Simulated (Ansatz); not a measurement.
**SiO2: what each run costs**

Cell: 24 atoms, space group P2_13, a = 7.082 Å, b = 7.082 Å, c = 7.082 Å, α = 90.00°, β = 90.00°, γ = 90.00°.

All runs are DFT with Ansatz 0.2.0 on 1 thread of Arm Neoverse V1 (aarch64; 8 cores open to the job, memory cap 2.5 GiB, no GPU), a shared host.

(1) Rank the runs by wall time, shortest first.
A. relaxation of the ions, PBE, 420 eV, 3×3×3 k-points, smearing 0.02 eV
B. single point at relaxed positions, r2SCAN, 500 eV, 3×3×3 k-points, smearing 0.02 eV
C. single point, PBE, 420 eV, 3×3×3 k-points, smearing 0.02 eV

Answers

(1) C (20 s, 0.51 GiB), B (46 s, 1.1 GiB), A (67 s, 0.56 GiB).
